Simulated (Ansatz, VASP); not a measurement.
# As in VASP and in Ansatz

```
As
1.0
     2.97200    0.00000    0.00000
    -1.48600    2.57383    0.00000
     0.00000    0.00000   10.01739
As
4
Cartesian
  0.0000 0.0000 10.0174
  0.0000 0.0000 5.0087
  0.0000 1.7159 2.5043
  1.4860 0.8579 7.5130
```

Alike in both runs: task single point; functional PBEsol; k mesh 14 × 14 × 4; occupations fermi-dirac, width 0.1 eV; no spin polarisation.

|  | VASP | Ansatz |
| --- | --- | --- |
| version | VASP 6.6.1 | Ansatz 0.2.0 |
| potentials or method | VASP PAW PBE potentials, release 64 (As) | plane waves (420 eV) with PAW, scalar-relativistic |
| plane-wave cutoff (eV) | 520 | 420 |
| valence electrons in the cell | 20 | 60 |

|  | VASP | Ansatz | Ansatz less VASP |
| --- | --- | --- | --- |
| pressure (GPa) | -3.3 | -3.5 | -0.16 |
| largest component of the traceless stress (GPa) | 0.69 | 0.70 | +0.011 |

With one functional, cell and mesh, what is left measures potentials, basis and numerics. The two sets of potentials don't hold the same shells in valence. Ansatz warned: «pseudo_functional_mismatch».

Caveats: the PAW data sets were made with another functional, which shifts forces and pressure a little (VASP).
